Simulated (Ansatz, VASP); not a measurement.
## BN in VASP and in Ansatz

File POSCAR:

```
BN
1.0
    0.0000000000      1.8150000000      1.8150000000
    1.8150000000      0.0000000000      1.8150000000
    1.8150000000      1.8150000000      0.0000000000
B N
1 1
Direct
    0.0000000000      0.0000000000      0.0000000000
    0.2500000000      0.2500000000      0.2500000000
```

INCAR.step1

```
SYSTEM = BN
PREC     = Accurate       ! precision mode
ENCUT    = 520            ! plane-wave cutoff, eV
EDIFF    = 1E-5           ! SCF threshold, eV
ISMEAR   = -1             ! smearing method
SIGMA    = 0.02           ! smearing width, eV
LREAL    = .FALSE.        ! projectors in reciprocal space
LASPH    = .TRUE.         ! aspherical terms in the spheres
NELM     = 60             ! most SCF steps
ALGO     = Normal         ! electronic algorithm
ISIF     = 2              ! what is computed and relaxed
LWAVE    = .TRUE.         ! write WAVECAR
GGA      = PE             ! functional
NBANDS   = 11             ! bands
```

File INCAR.step2:

```
SYSTEM = BN
PREC     = Accurate       ! precision mode
ENCUT    = 520            ! plane-wave cutoff, eV
EDIFF    = 1E-7           ! SCF threshold, eV
ISMEAR   = -1             ! smearing method
SIGMA    = 0.02           ! smearing width, eV
LREAL    = .FALSE.        ! projectors in reciprocal space
LASPH    = .TRUE.         ! aspherical terms in the spheres
NELM     = 60             ! most SCF steps
ALGO     = Normal         ! electronic algorithm
ISIF     = 2              ! what is computed and relaxed
LWAVE    = .FALSE.        ! write WAVECAR
LCHARG   = .TRUE.         ! write CHGCAR
GGA      = PE             ! functional
LHFCALC  = .TRUE.         ! exact exchange
HFSCREEN = 0.2079         ! screening, 1/A
PRECFOCK = Normal       
LELF     = .TRUE.         ! ELF
LVHAR    = .TRUE.       
ISTART   = 1            
NBANDS   = 11             ! bands
```

KPOINTS

```
Automatic mesh
0
G
  4 4 4
  0 0 0
```

Input for Ansatz:

```yaml
crystal:
  lattice:
    - [0, 1.815, 1.815]
    - [1.815, 0, 1.815]
    - [1.815, 1.815, 0]
  atoms:
    - { symbol: B, position: [0, 0, 0] }
    - { symbol: "N", position: [0.25, 0.25, 0.25] }
kpoints:
  mp_grid: { grid: [4, 4, 4] }
hamiltonian:
  xc: hse06
  pseudopotentials: { kind: paw }
scf:
  occupations: { method: fermi_dirac, width: 0.02 }
  convergence: { dr2_threshold: "1e-9 eV" }
  exx: { energy_threshold: "2e-8 eV" }
output:
  forces: true
  stress: true
  eigenvalues: true
```

Alike in both runs: task single point; functional HSE06; k mesh 4 × 4 × 4; occupations fermi-dirac, width 0.02 eV; no spin polarisation.

```csv
,VASP,Ansatz
version,VASP 6.6.1,Ansatz 0.2.0 development build
potentials or method,"VASP PAW PBE potentials, release 64 (B, N)","plane waves, PAW datasets (generated soft set 1)"
plane-wave cutoff (eV),520,420
valence electrons in the cell,8,8
```

|  | VASP | Ansatz | Ansatz less VASP |
| --- | --- | --- | --- |
| gap on the k mesh at the Fermi level (eV) | 5.78 | 5.78 | -0.005 |

With one functional, cell and mesh, what is left measures potentials, basis and numerics. Ansatz warned: «stress_scf_threshold_loose».

Caveats: the k mesh is coarse (spacing up to 0.75 Å⁻¹), so the values aren't converged, least of all with exact exchange. A k mesh can miss the band edges.
